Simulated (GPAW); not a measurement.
# Te2Mo (P6_3/mmc) in GPAW: notebook, part 2 of 2

GPAW 26.7.0. The steps go on from the part before.

### Step 5. Band structure, LDA

The input, run.py:

```python
from ase.dft.bandgap import bandgap
from ase.io import read, write
from ase.units import GPa
from gpaw import GPAW, PW, setup_paths

setup_paths.insert(0, '.')

atoms = read('Te2Mo.cif')

calc = GPAW(mode=PW(600),
            xc='LDA',
            kpts={'size': (5, 5, 2), 'gamma': True},
            occupations={'name': 'fermi-dirac', 'width': 0.05},
            nbands=46,
            convergence={'density': 1e-05, 'energy': 1e-05},
            maxiter=150,
            txt='gpaw.txt')
atoms.calc = calc
energy = atoms.get_potential_energy()
forces = atoms.get_forces()
stress = atoms.get_stress()
calc.write('gs.gpw')
write('result.traj', atoms)
print(f'Energy: {energy:.6f} eV')
print('Forces (eV/A):')
print(forces.round(4))
print('Stress (GPa):', (stress / GPa).round(3))
print('Fermi level:', round(calc.get_fermi_level(), 4), 'eV')
print(f'Gap: {bandgap(calc)[0]:.4f} eV, direct: {bandgap(calc, direct=True)[0]:.4f} eV')

path = atoms.cell.bandpath('GMKGALHA,LM,KH', npoints=60, eps=1e-4)
bs_calc = calc.fixed_density(kpts=path, symmetry='off', nbands=73,
                             convergence={'bands': 'CBM+6.0', 'eigenstates': 1e-6}, txt='bands.txt')
bs = bs_calc.band_structure()
bs.write('bs.json')
print(f'Gap on the path: {bandgap(bs_calc)[0]:.4f} eV')
```

The input, Te2Mo.cif:

```cif
data_Te2Mo
_cell_length_a 3.51820000
_cell_length_b 3.51820000
_cell_length_c 13.97360000
_cell_angle_alpha 90.00000000
_cell_angle_beta 90.00000000
_cell_angle_gamma 120.00000000
_space_group_name_H-M_alt 'P1'
_space_group_name_Hall 'P 1'
_space_group_IT_number 1
loop_
_space_group_symop_operation_xyz
'x,y,z'
loop_
_atom_site_label
_atom_site_type_symbol
_atom_site_symmetry_multiplicity
_atom_site_Wyckoff_symbol
_atom_site_fract_x
_atom_site_fract_y
_atom_site_fract_z
_atom_site_occupancy
Te1 Te 1 a 0.6666666667 0.3333333333 0.3790000000 1
Te2 Te 1 a 0.3333333333 0.6666666667 0.8790000000 1
Te3 Te 1 a 0.6666666667 0.3333333333 0.1210000000 1
Te4 Te 1 a 0.3333333333 0.6666666667 0.6210000000 1
Mo1 Mo 1 a 0.6666666667 0.3333333333 0.7500000000 1
Mo2 Mo 1 a 0.3333333333 0.6666666667 0.2500000000 1
```

Potentials or basis: PAW data sets generated in the run's folder for this functional, pw.

The run is started by

```bash
$ gpaw-setup -f LDA Mo Te
$ OMP_NUM_THREADS=1 python run.py
```

Wall time 2.8 min (1 thread of Intel Xeon Platinum 8488C (Sapphire Rapids), shared host); peak memory 0.71 GiB.

It converged, with:

- Free energy: -42.3926 eV
- Pressure: -3.8 GPa
- Largest force: 0.391 eV/Å
- Band gap on the k mesh: 0.68 eV, indirect (least direct gap 1.26 eV)
- Band gap along the path: 0.70 eV, indirect (least direct gap 1.02 eV)

Forces on the atoms (eV/Å):
```
Te   0.000  0.000 -0.391
Te   0.000  0.000 -0.391
Te   0.000  0.000  0.391
Te   0.000  0.000  0.391
Mo   0.000  0.000  0.000
Mo   0.000  0.000  0.000
```

Stress tensor (GPa, compression positive):
```
-3.70  0.00  0.00
 0.00 -3.70  0.00
 0.00  0.00 -4.03
```

Levels at the corners of the path, in eV from the valence-band top:
| point | band 22 | band 23 | band 24 | band 25 | band 26 | band 27 | band 28 | band 29 | band 30 | band 31 |
| --- | --- | --- | --- | --- | --- | --- | --- | --- | --- | --- |
| Γ | -1.05 | -1.02 | -1.02 | -0.32 | 0.00 | 2.88 | 2.88 | 3.01 | 3.01 | 3.10 |
| M | -1.79 | -1.00 | -0.95 | -0.62 | -0.33 | 1.24 | 1.30 | 1.42 | 1.75 | 2.56 |
| K | -3.09 | -1.81 | -1.81 | -0.32 | -0.09 | 0.93 | 0.93 | 1.14 | 2.16 | 2.27 |
| Γ | -1.05 | -1.02 | -1.02 | -0.32 | 0.00 | 2.88 | 2.88 | 3.01 | 3.01 | 3.10 |
| A | -1.04 | -1.04 | -1.04 | -0.08 | -0.08 | 2.91 | 2.91 | 2.91 | 2.91 | 3.25 |
| L | -1.91 | -0.96 | -0.96 | -0.47 | -0.47 | 1.26 | 1.26 | 1.60 | 1.60 | 3.01 |
| H | -2.72 | -1.97 | -1.97 | -0.23 | -0.23 | 0.94 | 0.94 | 1.61 | 1.61 | 2.35 |
| A | -1.04 | -1.04 | -1.04 | -0.08 | -0.08 | 2.91 | 2.91 | 2.91 | 2.91 | 3.25 |
| L | -1.91 | -0.96 | -0.96 | -0.47 | -0.47 | 1.26 | 1.26 | 1.60 | 1.60 | 3.01 |
| M | -1.79 | -1.00 | -0.95 | -0.62 | -0.33 | 1.24 | 1.30 | 1.42 | 1.75 | 2.56 |
| K | -3.09 | -1.81 | -1.81 | -0.32 | -0.09 | 0.93 | 0.93 | 1.14 | 2.16 | 2.27 |
| H | -2.72 | -1.97 | -1.97 | -0.23 | -0.23 | 0.94 | 0.94 | 1.61 | 1.61 | 2.35 |

Caveat: the k mesh is coarse; spin-orbit coupling is left out, which moves the levels of the heavy elements.

### Step 6. Band structure, BP86, spin-orbit coupling, no magnetisation

run.py: that of step 5 with these lines changed.

```diff
@@ -1 +1,2 @@
+import numpy as np
 from ase.dft.bandgap import bandgap
@@ -4,2 +5,3 @@
 from gpaw import GPAW, PW, setup_paths
+from gpaw.spinorbit import soc_eigenstates
 
@@ -10,3 +12,3 @@
 calc = GPAW(mode=PW(600),
-            xc='LDA',
+            xc='GGA_X_B88+GGA_C_P86',
             kpts={'size': (5, 5, 2), 'gamma': True},
@@ -30,3 +32,3 @@
 
-path = atoms.cell.bandpath('GMKGALHA,LM,KH', npoints=60, eps=1e-4)
+path = atoms.cell.bandpath('GMKGALHA,LM,KH', npoints=80, eps=1e-4)
 bs_calc = calc.fixed_density(kpts=path, symmetry='off', nbands=73,
@@ -36 +38,7 @@
 print(f'Gap on the path: {bandgap(bs_calc)[0]:.4f} eV')
+
+soc = soc_eigenstates(bs_calc, theta=90, phi=45)
+np.savetxt('soc_bands.dat', soc.eigenvalues(), fmt='%.4f')
+mesh = soc_eigenstates('gs.gpw', theta=90, phi=45)
+np.savetxt('soc_mesh.dat', mesh.eigenvalues(), fmt='%.4f')
+print('Fermi level with spin-orbit coupling:', round(mesh.fermi_level, 4), 'eV')
```

The input, Te2Mo.cif:

```cif
data_Te2Mo
_cell_length_a 3.51820000
_cell_length_b 3.51820000
_cell_length_c 13.97360000
_cell_angle_alpha 90.00000000
_cell_angle_beta 90.00000000
_cell_angle_gamma 120.00000000
_space_group_name_H-M_alt 'P6_3/mmc'
_space_group_name_Hall '-P 6c 2c'
_space_group_IT_number 194
loop_
_space_group_symop_operation_xyz
'x,y,z'
'-x,-y,-z'
'x-y,x,z+1/2'
'-x+y,-x,-z+1/2'
'-y,x-y,z'
'y,-x+y,-z'
'-x,-y,z+1/2'
'x,y,-z+1/2'
'-x+y,-x,z'
'x-y,x,-z'
'y,-x+y,z+1/2'
'-y,x-y,-z+1/2'
'-y,-x,-z+1/2'
'y,x,z+1/2'
'-x,-x+y,-z'
'x,x-y,z'
'-x+y,y,-z+1/2'
'x-y,-y,z+1/2'
'y,x,-z'
'-y,-x,z'
'x,x-y,-z+1/2'
'-x,-x+y,z+1/2'
'x-y,-y,-z'
'-x+y,y,z'
loop_
_atom_site_label
_atom_site_type_symbol
_atom_site_symmetry_multiplicity
_atom_site_Wyckoff_symbol
_atom_site_fract_x
_atom_site_fract_y
_atom_site_fract_z
_atom_site_occupancy
Te1 Te 4 f 0.6666666667 0.3333333333 0.3790000000 1
Mo1 Mo 2 c 0.6666666667 0.3333333333 0.7500000000 1
```

Potentials or basis: PAW data sets generated in the run's folder for this functional, pw.

The run is started by

```bash
$ gpaw-setup -f GGA_X_B88+GGA_C_P86 Mo Te
$ OMP_NUM_THREADS=1 python run.py
```

Wall time 3.6 min (1 thread of Intel Xeon Platinum 8488C (Sapphire Rapids), shared host); peak memory 0.93 GiB.

It converged, with:

- Free energy: -35.7556 eV
- Pressure: 3.1 GPa
- Largest force: 0.088 eV/Å
- Band gap on the k mesh: 0.70 eV, indirect (least direct gap 1.22 eV)
- Band gap along the path: 0.70 eV, indirect (least direct gap 0.95 eV)

Forces on the atoms (eV/Å):
```
Te   0.000  0.000  0.088
Te   0.000  0.000 -0.088
Te   0.000  0.000  0.088
Te   0.000  0.000 -0.088
Mo   0.000  0.000  0.000
Mo   0.000  0.000  0.000
```

Stress tensor (GPa, compression positive):
```
3.28 0.00 0.00
0.00 3.28 0.00
0.00 0.00 2.88
```

Levels at the corners of the path, in eV from the valence-band top:
```
point  band 48  band 49  band 50  band 51  band 52  band 53  band 54  band 55  band 56  band 57
    Γ    -0.92    -0.38    -0.38     0.00     0.00     2.48     2.48     2.62     2.62     2.75
    M    -0.95    -0.58    -0.58    -0.33    -0.33     1.20     1.20     1.26     1.26     1.42
    K    -1.79    -0.36    -0.36    -0.05    -0.05     0.90     0.90     0.93     0.93     1.17
    Γ    -0.92    -0.38    -0.38     0.00     0.00     2.48     2.48     2.62     2.62     2.75
    A    -0.93    -0.10    -0.09    -0.09    -0.09     2.53     2.53     2.53     2.53     2.91
    L    -0.95    -0.46    -0.46    -0.46    -0.46     1.22     1.22     1.22     1.22     1.59
    H    -1.98    -0.34    -0.34    -0.12    -0.12     0.91     0.91     0.95     0.95     1.58
    A    -0.93    -0.10    -0.09    -0.09    -0.09     2.53     2.53     2.53     2.53     2.91
    L    -0.95    -0.46    -0.46    -0.46    -0.46     1.22     1.22     1.22     1.22     1.59
    M    -0.95    -0.58    -0.58    -0.33    -0.33     1.20     1.20     1.26     1.26     1.42
    K    -1.79    -0.36    -0.36    -0.05    -0.05     0.90     0.90     0.93     0.93     1.17
    H    -1.98    -0.34    -0.34    -0.12    -0.12     0.91     0.91     0.95     0.95     1.58
```

Caveat: the k mesh is coarse; spin-orbit coupling was added after a scalar SCF, so levels and gaps hold it while energy, forces, pressure and moments don't; this program's spin-orbit splittings come out too wide for heavy elements.

### Step 7. Overview

```tsv
level	potentials or basis	spin	band points	spin axis theta (degrees)	spin axis phi (degrees)	gap on the mesh (eV)	pressure (GPa)	largest force (eV/Å)
M06-L	GPAW PAW data sets (gpaw-data 1.2.1), pw	SOC, no magnetisation	60	90	0	0.66	0.6	0.26
LDA	the program's PAW data sets (release 1.2.1) made for this functional, pw	SOC, no magnetisation	80	90	45	0.66	-3.8	0.39
LDA	PAW data sets generated in the run's folder for this functional, pw	off	60	-	-	0.68	-3.8	0.39
BP86	PAW data sets generated in the run's folder for this functional, pw	SOC, no magnetisation	80	90	45	0.70	3.1	0.09
```

Alike in all rows: task band structure; cell as given; k mesh 5 × 5 × 2; cutoff (eV) 600; smearing fermi-dirac 0.05 eV.

Caveats: spin-orbit coupling was added after a scalar SCF, so levels and gaps hold it while energy, forces, pressure and moments don't (some runs); this program's spin-orbit splittings come out too wide for heavy elements (some runs); the PAW data sets were made with another functional, which shifts forces and pressure a little (some runs); spin-orbit coupling is left out, which moves the levels of the heavy elements (some runs).

Total energies depend on the potentials used, so only differences within one code and one set of settings carry meaning.

### Step 8. Comparison with measurements

Step 3. The gap isn't set beside the deposited one, since this odd mesh misses points on the zone boundary.

Step 4. A measured gap of Te2Mo is 0.88 eV (indirect; 300 K; quoted in “Broadband infrared study of pressure-tunable Fano resonance and metallization transition in 2H-MoTe2”, 2022, pmc:9569381); the calculated 0.66 eV misses it by -0.22 eV. The value is that of LDA, without temperature or zero-point motion. Semilocal functionals fall short of measured gaps as a rule.

Step 5. The gap isn't set beside the deposited one, since this odd mesh misses points on the zone boundary.

Step 6. Against the measured gap of Te2Mo, 0.88 eV (indirect; 300 K; quoted in “Broadband infrared study of pressure-tunable Fano resonance and metallization transition in 2H-MoTe2”, 2022, pmc:9569381), the calculated 0.70 eV is off by -0.18 eV. The value is that of BP86, without temperature or zero-point motion.
